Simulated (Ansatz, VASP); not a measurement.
## KF: VASP beside Ansatz

Contents of POSCAR:

```
KF
1.0
    0.0000000000      2.8071750000      2.6735000000
    2.8071750000      0.0000000000      2.6735000000
    2.8071750000      2.8071750000      0.0000000000
K F
1 1
Direct
    0.0000000000      0.0000000000      0.0000000000
    0.5000000000      0.5000000000      0.5000000000
```

INCAR.step1

```
SYSTEM = KF
ALGO = Normal ; EDIFF = 1E-4
ENCUT = 520 ; GGA = PE
ISMEAR = 0 ; LASPH = .TRUE.
LCHARG = .FALSE. ; LREAL = .FALSE.
LWAVE = .TRUE. ; NBANDS = 15
NELM = 60 ; PREC = Accurate
SIGMA = 0.05
```

INCAR.step2

```
SYSTEM = KF
ALGO = Normal ; EDIFF = 1E-6
ENCUT = 520 ; ISIF = 2
ISMEAR = 0 ; ISTART = 1
LASPH = .TRUE. ; LCHARG = .FALSE.
LMIXTAU = .TRUE. ; LREAL = .FALSE.
LWAVE = .FALSE. ; METAGGA = R2SCAN
NBANDS = 15 ; NELM = 60
PREC = Accurate ; SIGMA = 0.05
```

File KPOINTS:

```
k-points
0
G
  8 8 8
  0 0 0
```

Input for Ansatz:

```yaml
crystal:
  lattice:
    - [0.0, 2.807175, 2.6735]
    - [2.807175, 0.0, 2.6735]
    - [2.807175, 2.807175, 0.0]
  atoms:
    - { symbol: K, position: [0.0, 0.0, 0.0] }
    - { symbol: F, position: [0.5, 0.5, 0.5] }
basis:
  ecutwfc: 500
kpoints:
  mp_grid: { grid: [8, 8, 8] }
hamiltonian:
  xc: r2scan
scf:
  occupations: { method: gaussian, width: 0.05 }
output:
  forces: true
  stress: true
  eigenvalues: true
```

Change from the starting cell: strain +0.050 along x and y, +0.000 along z, atoms carried along.

Alike in both runs: task single point; functional r2SCAN; k mesh 8 × 8 × 8; occupations gaussian, width 0.05 eV; no spin polarisation.

|  | VASP | Ansatz |
| --- | --- | --- |
| version | VASP 6.6.1 | Ansatz 0.2.0 |
| potentials or method | VASP PAW PBE potentials, release 64 (K_sv, F) | scalar-relativistic, plane waves, PAW |
| plane-wave cutoff (eV) | 520 | 500 |
| valence electrons in the cell | 16 | 16 |

```csv
,VASP,Ansatz,Ansatz less VASP
gap on the k mesh at the Fermi level (eV),6.28,6.29,+0.001
least direct gap on the mesh (eV),6.28,6.29,+0.001
pressure (GPa),-2.9,-2.9,+0.06
largest component of the traceless stress (GPa),1.16,1.13,-0.039
```

With one functional, cell and mesh, what is left measures potentials, basis and numerics.

Caveats: the PAW data sets were made with another functional, which shifts forces and pressure a little (VASP). A k mesh can miss the band edges.
